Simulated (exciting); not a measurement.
# Core excitons at the Na K edge of NaI

Wanted: the near-edge spectrum and the bound core excitons at the Na K edge of NaI.

Method: X-ray absorption, core-level Bethe-Salpeter equation, exchange and statically screened direct term, Tamm-Dancoff, all-electron LAPW+lo PBEsol, in exciting sodium.

## (1) Set-up

It takes space group Fm-3m (No. 225, cubic). Conventional cell: a = 6.473 Å, b = 6.473 Å, c = 6.473 Å, α = 90.00°, β = 90.00°, γ = 90.00°. I has 6 Na at 3.24 Å nearest. Nearest to Na lie 6 I at 3.24 Å. Farther neighbours and most contacts between anions are not listed.

As a file:

```
I Na
1.0
     0.00000    3.23640    3.23640
     3.23640    0.00000    3.23640
     3.23640    3.23640    0.00000
I Na
1 1
Direct
  0.50000 0.50000 0.50000
  0.00000 0.00000 0.00000
```

Differences between curves are given as r.m.s. difference over r.m.s. height.

## (2) Ground state

The species files are the program's own, with muffin-tin radii set in the input.

input.xml reads:

```
<input>
  <title>NaI</title>
  <structure speciespath="." autormt="false" epslat="1.0e-5">
    <crystal>
      <basevect>0.0000000000 6.1159096286 6.1159096286</basevect>
      <basevect>6.1159096286 0.0000000000 6.1159096286</basevect>
      <basevect>6.1159096286 6.1159096286 0.0000000000</basevect>
    </crystal>
    <species speciesfile="I.xml" rmt="2.300">
      <atom coord="0.5000000000 0.5000000000 0.5000000000"/>
    </species>
    <species speciesfile="Na.xml" rmt="2.300">
      <atom coord="0.0000000000 0.0000000000 0.0000000000"/>
    </species>
  </structure>
  <groundstate do="fromscratch" xctype="GGA_PBE_SOL" ngridk="4 4 4" rgkmax="7" gmaxvr="14" nempty="8" swidth="0.001" maxscl="100" epsengy="1e-5"/>
</input>
```

On the command line:

```
$ OMP_NUM_THREADS=1 mpirun -n 4 exciting
```

Numbers of over 12 decimals in the logs are rounded to 6 here.

Log:

```text
EXCITING SODIUM started
********************************************************************************
* Ground-state run starting from atomic densities                              *
********************************************************************************
+ Starting initialization                                                      +
 Lattice vectors (cartesian) :
      0.0000000000      6.1159096286      6.1159096286
      6.1159096286      0.0000000000      6.1159096286
      6.1159096286      6.1159096286      0.0000000000
 Reciprocal lattice vectors (cartesian) :
     -0.5136754538      0.5136754538      0.5136754538
      0.5136754538     -0.5136754538      0.5136754538
      0.5136754538      0.5136754538     -0.5136754538
 Unit cell volume                           :     457.5232557911
 Brillouin zone volume                      :       0.5421586997
 Species :    1 (I)
     parameters loaded from                 :    I.xml
     name                                   :    iodine
     nuclear charge                         :     -53.00000000
     electronic charge                      :      53.00000000
     atomic mass                            :  231332.69700000
     muffin-tin radius                      :       2.30000000
     # of radial points in muffin-tin       :     400
     atomic positions (lattice) :
       1 :   0.00000000  0.00000000  0.00000000
 Species :    2 (Na)
     parameters loaded from                 :    Na.xml
     name                                   :    sodium
     nuclear charge                         :     -11.00000000
     electronic charge                      :      11.00000000
     atomic mass                            :   41907.78700000
     muffin-tin radius                      :       2.30000000
     # of radial points in muffin-tin       :     300
     atomic positions (lattice) :
       1 :   0.50000000  0.50000000  0.50000000
 Total number of atoms per unit cell        :       2
 Spin treatment                             :    spin-unpolarised
 Number of Bravais lattice symmetries       :      48
 Number of crystal symmetries               :      48
 k-point grid                               :       4    4    4
 Total number of k-points                   :       8
 k-point set is reduced with crystal symmetries
 R^MT_min * |G+k|_max (rgkmax)              :       7.00000000
 Species with R^MT_min                      :       1 (I)
 Maximum |G+k| for APW functions            :       3.04347826
 Maximum |G| for potential and density      :      14.00000000
 G-vector grid sizes                        :      40    40    40
 Total number of G-vectors                  :   21187
 Maximum angular momentum used for
     APW functions                          :       8
     computing H and O matrix elements      :       8
     potential and density                  :       8
     inner part of muffin-tin               :       2
 Total nuclear charge                       :     -64.00000000
 Total electronic charge                    :      64.00000000
 Total core charge                          :      38.00000000
 Total valence charge                       :      26.00000000
 Number of empty states                     :       8
 Total number of valence states             :      22
 Maximum Hamiltonian size                   :     251
 Maximum number of plane-waves              :     229
 Total number of local-orbitals             :      22
 Exchange-correlation type                  :      22
     PBEsol, Phys. Rev. Lett. 100, 136406 (2008)
     Generalised gradient approximation (GGA)
 Smearing scheme                            :    Gaussian
 Smearing width                             :       0.00100000
 Using multisecant Broyden potential mixing
+ Ending initialization                                                        +
********************************************************************************
* Groundstate module started                                                   *
********************************************************************************
 Output level for this task is set to normal
+ Self-consistent loop started                                                 +
 Density and potential initialised from atomic data
+ SCF iteration number :    1                                                  +
 Total energy                               :     -7279.85787212
 _______________________________________________________________
 Fermi energy                               :         0.07491638
 Kinetic energy                             :      7702.65634574
 Coulomb energy                             :    -14789.81969562
 Exchange energy                            :      -188.99658130
 Correlation energy                         :        -3.69794094
 DOS at Fermi energy (states/Ha/cell)       :         0.00000000
 Electron charges :
     core                                   :        38.00000000
     core leakage                           :         0.00119599
     valence                                :        26.00000000
     interstitial                           :         3.91002550
     charge in muffin-tin spheres :
                  atom     1     I          :        50.04834048
                  atom     2    Na          :        10.04163402
     total charge in muffin-tins            :        60.08997450
     total charge                           :        64.00000000
 Estimated fundamental gap                  :         0.13528250
        valence-band maximum at    1      0.0000  0.0000  0.0000
     conduction-band minimum at    1      0.0000  0.0000  0.0000
[... further iterations ...]
| Convergence targets achieved. Performing final SCF iteration                 +
 Total energy                               :     -7278.23899203
 _______________________________________________________________
 Fermi energy                               :         0.08126156
 Kinetic energy                             :      7703.86610616
 Coulomb energy                             :    -14789.44003181
 Exchange energy                            :      -188.96768035
 Correlation energy                         :        -3.69738602
 DOS at Fermi energy (states/Ha/cell)       :         0.00000000
 Electron charges :
     core                                   :        38.00000000
     core leakage                           :         0.00119309
     valence                                :        26.00000000
     interstitial                           :         3.97075283
     charge in muffin-tin spheres :
                  atom     1     I          :        49.97665027
                  atom     2    Na          :        10.05259690
     total charge in muffin-tins            :        60.02924717
     total charge                           :        64.00000000
 Estimated fundamental gap                  :         0.12872665
        valence-band maximum at    1      0.0000  0.0000  0.0000
     conduction-band minimum at    1      0.0000  0.0000  0.0000
+ Self-consistent loop stopped                                                 +
 STATE.OUT is written
********************************************************************************
* Groundstate module stopped                                                   *
********************************************************************************
 Total time spent (seconds)                 :        15.45
- CAUTION! Warnings have been written in file WARNING.OUT !                    -
| EXCITING SODIUM stopped                                                      =
```

Run time: 16 s. Hardware: 4 MPI ranks of Arm Neoverse V1, shared host.

The warnings file holds hints only, no warning.

The mesh shows a gap of 3.50 eV. Core levels (Dirac, from the valence top):

| atom | level | energy (eV) |
| --- | --- | --- |
| Na | 1s1/2 | -1024.5 |

## (3) A richer basis for the empty states

Each species file gets more local orbitals, built from u and its energy derivative at 0.15 Ha and u at 0.9 Ha.

input.xml is that of step 2.

SPECIES.xml, added lines reads:

```
<lo l="L">  <!-- L = 0, 1, 2 -->
  <wf matchingOrder="0" trialEnergy="0.1500" searchE="false"/>
  <wf matchingOrder="1" trialEnergy="0.1500" searchE="false"/>
  <wf matchingOrder="0" trialEnergy="0.9000" searchE="false"/>
</lo>
```

On the command line:

```
$ OMP_NUM_THREADS=1 mpirun -n 4 exciting
```

Log:

```text
EXCITING SODIUM started
********************************************************************************
* Ground-state run starting from atomic densities                              *
********************************************************************************
+ Starting initialization                                                      +
[... lattice and species ...]
 Spin treatment                             :    spin-unpolarised
 Number of Bravais lattice symmetries       :      48
[...]
+ Self-consistent loop stopped                                                 +
 STATE.OUT is written
********************************************************************************
* Groundstate module stopped                                                   *
********************************************************************************
 Total time spent (seconds)                 :        15.39
- CAUTION! Warnings have been written in file WARNING.OUT !                    -
| EXCITING SODIUM stopped                                                      =
[key lines of the parts left out:]
Total energy                               :     -7278.23934040
Fermi energy                               :         0.08158349
```

Elapsed: 16 s, on 4 MPI ranks.

Against the first ground state the total energy moves by -5 meV an atom and the gap by 0.00 eV.

## (4) Screening, kernels and BSE for Na atom 2

The absorber has 6 I at 3.24 Å (octahedral, site symmetry m-3m).

input.xml: that of step 3 with these lines changed.

```diff
@@ -15,3 +15,20 @@
   </structure>
-  <groundstate do="fromscratch" xctype="GGA_PBE_SOL" ngridk="4 4 4" rgkmax="7" gmaxvr="14" nempty="8" swidth="0.001" maxscl="100" epsengy="1e-5"/>
+  <groundstate do="skip" xctype="GGA_PBE_SOL" ngridk="4 4 4" rgkmax="7" gmaxvr="14" nempty="8" swidth="0.001" maxscl="100" epsengy="1e-5"/>
+  <xs xstype="BSE" ngridk="4 4 4" ngridq="4 4 4" vkloff="0.097 0.273 0.493" rgkmax="7" nempty="29" gqmax="3" lmaxapwwf="5" lmaxemat="2" broad="0.01654" tevout="true">
+    <energywindow intv="37.340 38.957" points="440"/>
+    <screening screentype="full" nempty="50"/>
+    <BSE xas="true" xasspecies="2" xasatom="1" xasedge="K" bsetype="singlet" nstlxas="1 25"/>
+    <qpointset>
+      <qpoint>0 0 0</qpoint>
+    </qpointset>
+    <plan>
+      <doonly task="xsgeneigvec"/>
+      <doonly task="writepmatxs"/>
+      <doonly task="scrgeneigvec"/>
+      <doonly task="scrwritepmat"/>
+      <doonly task="screen"/>
+      <doonly task="scrcoulint"/>
+      <doonly task="exccoulint"/>
+    </plan>
+  </xs>
 </input>
```

input.xml for the last start (plan only) reads:

```
  <plan>
    <doonly task="bse"/>
  </plan>
```

On the command line:

```
$ OMP_NUM_THREADS=1 mpirun -n 4 exciting
$ OMP_NUM_THREADS=4 exciting
```

Log:

```text
| EXCITING SODIUM started for task xsgeneigvec ( 301)                          =
One-shot GS runs for BSE calculations
One-shot GS runs for k+qmt/2 grids
Info(xsgeneigvec): Generating eigenvectors for Q-point      1
Info(xsgeneigvec): Generation of eigenvectors finished
| EXCITING SODIUM started for task writepmatxs ( 320)                          =
Info(writepmatxs): Momentum matrix elements finished
| EXCITING SODIUM started for task scrgeneigvec ( 401)                         =
One-shot GS runs for BSE calculations
One-shot GS runs for k+qmt/2 grids
Info(xsgeneigvec): Generating eigenvectors for Q-point      1
Using screening GS parameters.
Info(xsgeneigvec): Generation of eigenvectors finished
| EXCITING SODIUM started for task scrwritepmat ( 420)                         =
Info(writepmatxs): Momentum matrix elements finished
Info(scrwritepmat): Momentum matrix elements for screening finished
| EXCITING SODIUM started for task screen ( 430)                               =
Info(screenlauncher): Calculating screening for unshifted q-grid.
Info(screenlauncher): Number of q points:       8
Info(screenlauncher): lowest (partially)  unoccupied state:     14
Info(screenlauncher): highest (partially) occupied state  :     13
Info(screenlauncher): number of occupied states considered:   13
Info(screenlauncher): number of unoccupied states considered:   51
Info(screenlauncher): Starting loop over q-points
Info(screenlauncher): Screening for unshifted q-grid finished
Info(screenlauncher): Screening finished
| EXCITING SODIUM started for task scrcoulint ( 440)                           =
Info(scrcoulintlauncher): Setting up screened Coulomb interaction matrix W.
Info(scrcoulintlauncher): Using momentum transfer vectors from list :   1 to  1
Info(scrcoulintlauncher): Calculating screened Coulomb interaction matrix W
Info(scrcoulintlauncher): Momentum transfer list index: iqmt=  1
Info(scrcoulintlauncher): Momentum transfer: vqmtl=   0.000   0.000   0.000
Info(scrcoulintlauncher): Calculating RR block of W
Info(scrcoulint): Inspecting occupations...
Info(setranges_modxs): Number of non-reduced k-points:       64
Info(setranges_modxs): Number of states considered:       43
Info(setranges_modxs): Number of (partially) occupied states:        2
Info(setranges_modxs): Highest (partially) occupied states:       13
Info(setranges_modxs): Number of (partially) unoccupied states:       30
Info(setranges_modxs): Lowest (partially) unoccupied states:       14
Info(scrcoulint): Selecting transitions...
Info(select_transitions): Inspecting transitions in the  band interval:
  lowest occupied state:   1
  highest occupied state:   2
  lowest unoccupied state:  14
  highest unoccupied state:  38
  Opening gap with a scissor of:      0.000/H      0.000/eV
Info(select_transitions): Number of participating transitions:    3200
Info(scrcoulint): Size of file SCCLI will be about     0.077486 GB
Info(scrcoulint): Using q-grid
Info(scrcoulint): Number of reduced q-points:      8
Info(scrcoulint): Number of non-reduced q-points:     64
Info(scrcoulint): Calculating W(G1,G2,qr) fourier coefficients
Info(scrcoulint): Calculating W matrix elements
Info(scrcoulintlauncher): Screened coulomb interaction finished for iqmt=   1
| EXCITING SODIUM started for task exccoulint ( 441)                           =
Info(exccoulintlauncher): Setting up exchange interaction matrix V.
Info(exccoulintlauncher): Using momentum transfer vectors from list :   1 to  1
Info(exccoulintlauncher):Calculating exchange interaction matrix V
Info(exccoulintlauncher): Momentum transfer list index: iqmt=  1
Info(exccoulintlauncher): Momentum transfer: vqmtl=   0.000   0.000   0.000
Info(exccoulintlauncher): Calculating RR block of V
Info(exccoulint): Inspecting occupations...
Info(setranges_modxs): Number of non-reduced k-points:       64
Info(setranges_modxs): Number of states considered:       43
Info(setranges_modxs): Number of (partially) occupied states:        2
Info(setranges_modxs): Highest (partially) occupied states:       13
Info(setranges_modxs): Number of (partially) unoccupied states:       30
Info(setranges_modxs): Lowest (partially) unoccupied states:       14
Info(exccoulint): Selecting transitions...
Info(select_transitions): Inspecting transitions in the  band interval:
  lowest occupied state:   1
  highest occupied state:   2
  lowest unoccupied state:  14
  highest unoccupied state:  38
  Opening gap with a scissor of:      0.000/H      0.000/eV
Info(select_transitions): Number of participating transitions:    3200
Info(exccoulint): Size of file EXCLI will be about     0.077486 GB
Info(exccoulint): Generating plane wave matrix elements for momentum transfer iqmt=   1
  Timing (in seconds)	   :     307.611
Info(exccoulint): Generating V matrix elements
Info(exccoulint): Zeroing Coulomb potential at G+qmt index:  1
Info(exccoulintlauncher): Exchange interaction finished for iqmt=   1
| EXCITING SODIUM started for task bse ( 445)                                  =
Info(bselauncher): Init time:    0.655234
Info(bselauncher): Setting up and diagonalizing BSE Hamiltonian.
Info(bselauncher): Using momentum transfer vectors from list :   1 to  1
Info(bselauncher): Distributing qmt-points over   1 processes.
Info(bselauncher): BSE type: singlet
Info(bselauncher): Momentum transfer list index: iqmt=  1
Info(bselauncher): Momentum transfer: vqmtl=   0.000   0.000   0.000
Info(bse): Inspecting occupations...
Info(setranges_modxs): Number of non-reduced k-points:       64
Info(setranges_modxs): Number of states considered:       43
Info(setranges_modxs): Number of (partially) occupied states:        2
Info(setranges_modxs): Highest (partially) occupied states:       13
Info(setranges_modxs): Number of (partially) unoccupied states:       30
Info(setranges_modxs): Lowest (partially) unoccupied states:       14
Info(select_transitions): Inspecting transitions in the  band interval:
  lowest occupied state:   1
  highest occupied state:   2
  lowest unoccupied state:  14
  highest unoccupied state:  38
  Opening gap with a scissor of:      0.000/H      0.000/eV
Info(select_transitions): Number of participating transitions:    3200
Info(bse): Selecting transitions...
Info(bse):bsegap (eV):  1028.496188
Info(bse): Assembling BSE matrix
  RR/RA blocks of global BSE-Hamiltonian:
  Size of the Hamiltonian:    3200
  Number of k-points:      64
  Distributing matrix to   1 processes
  Local matrix shape   3200 x  3200
Info(bse): max local RAM needed for BSE matrices ~     0.152588 GB
Info(setup_bse_block): Setting up RR part of hamiltonian
Info(setup_bse_block): Singlet spin state
Info(bse): Diagonalizing RR Hamiltonian (TDA)
Info(bse): Invoking Lapack routine ZHEEVR
      3200 eigen solutions found in the interval:
         i1=       1 i2=    3200
Info(bse): Writing excition energies and oscillator strengths to text file.
Info(makespectrum_dist): Making spectrum using formula for coupling with time reversed AR basis.
Info(makespectrum_dist): Using formalism for vanishing momentum transfer.
Info(writederived): Writing quantities derived from the macroscopic dielectric function.
Info(bselauncher): Spectrum finished for iqmt=  1
Info(bselauncher): All done for BSE type singlet
```

It took 9.4 min on 4 MPI ranks.

Wall time by task: xsgeneigvec 4.1 s, writepmatxs 5.1 s, scrgeneigvec 2.6 s, scrwritepmat 1.9 s, screen 48 s, scrcoulint 2.9 min, exccoulint 5.2 min, bse 17 s.

The Na K spectrum of Na atom 2 (energy from the Kohn–Sham onset, core level to the lowest empty state found on the meshes used, 1028.07 eV; the ground-state mesh sets it, and the shifted mesh has its lowest transition 0.43 eV above it; Im ε scaled to the maximum of the singlet run; cut below the end of the band set):

| E (eV) | Im ε |
| --- | --- |
| -3.5 | 0.02 |
| -3.0 | 0.03 |
| -2.5 | 0.04 |
| -2.0 | 0.05 |
| -1.5 | 0.08 |
| -1.0 | 0.13 |
| -0.5 | 0.29 |
| 0.0 | 0.75 |
| 0.5 | 0.90 |
| 1.0 | 0.54 |
| 1.5 | 0.48 |
| 2.0 | 0.53 |
| 2.5 | 0.44 |
| 3.0 | 0.35 |
| 3.5 | 0.29 |
| 4.0 | 0.24 |
| 4.5 | 0.21 |
| 5.0 | 0.21 |
| 5.5 | 0.26 |
| 6.0 | 0.27 |
| 6.5 | 0.24 |
| 7.0 | 0.23 |
| 7.5 | 0.21 |
| 8.0 | 0.21 |
| 8.5 | 0.22 |
| 9.0 | 0.21 |
| 9.5 | 0.20 |
| 10.0 | 0.19 |
| 10.5 | 0.17 |
| 11.0 | 0.16 |
| 11.5 | 0.16 |
| 12.0 | 0.15 |
| 12.5 | 0.15 |
| 13.0 | 0.14 |
| 13.5 | 0.13 |
| 14.0 | 0.13 |
| 14.5 | 0.15 |
| 15.0 | 0.21 |
| 15.5 | 0.27 |
| 16.0 | 0.29 |
| 16.5 | 0.25 |
| 17.0 | 0.22 |
| 17.5 | 0.20 |
| 18.0 | 0.20 |
| 18.5 | 0.18 |
| 19.0 | 0.15 |

Maxima (height): 0.3 eV (1.00), 2.0 eV (0.53), 5.8 eV (0.28), 8.6 eV (0.22) and 15.9 eV (0.29).

The Hamiltonian has 3200 rows. The lowest groups of eigenvalues and the brightest ones, on the scale above (the program counts from the shifted mesh's onset, 0.43 eV higher). Core spinors bring spin-forbidden partners, so dark means forbidden by spin or by symmetry, and the shifted mesh splits states that symmetry would keep together:

| energy (eV) | states within 10 meV | relative strength |
| --- | --- | --- |
| -1.865 | 2 | dark |
| -0.192 | 2 | 0.051 |
| 0.118 | 2 | 0.48 |
| 0.227 | 2 | 0.89 |
| 0.280 | 2 | 1.00 |
| 0.383 | 2 | 0.61 |
| 0.520 | 2 | 0.29 |
| 2.008 | 2 | 0.29 |
| 2.202 | 2 | 0.14 |

(Continued in part 2 of 2.)

[Banner, clock and machine lines of the logs are left out without a mark of their own.]

[Logs are printed without paths, hosts, clocks, repeated set-up lines and the standing remarks that a program may print on its own settings, such as how far it seeks lower states.]

[Hosts, paths, dates, database ids (printed as entryN), source tags and the programs' standing remarks are cut or masked in the printed files.]
